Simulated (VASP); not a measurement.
GaAs:

```xyz
2
Lattice="0.0000 2.8268 2.8268 2.8268 0.0000 2.8268 2.8268 2.8268 0.0000" Properties=species:S:1:pos:R:3 pbc="T T T"
As    4.2403    4.2403    4.2403
Ga    0.0000    0.0000    0.0000
```

Base run:

| Property | Result |
| --- | --- |
| Program | VASP 6.6.1 |
| Functional | PBE |
| Potentials or basis | VASP PAW PBE potentials, release 64 (As, Ga_d) |
| Cutoff | 520 eV |
| k mesh | 8 × 8 × 8 |
| Occupations | gaussian, width 0.013 eV |
| Spin | no spin polarisation |

Its results: band gap on the k mesh 0.52 eV, direct; pressure 3.4 GPa.

The run is repeated on the same cell with these changes: functional from PBE to revTPSS; occupations from gaussian, width 0.013 eV to fermi-dirac, width 0.05 eV. What comes out?

Band gap on the k mesh 0.71 eV, direct; pressure 0.5 GPa.

Caveats: the PAW data sets were made with another functional, which shifts forces and pressure a little (some runs).
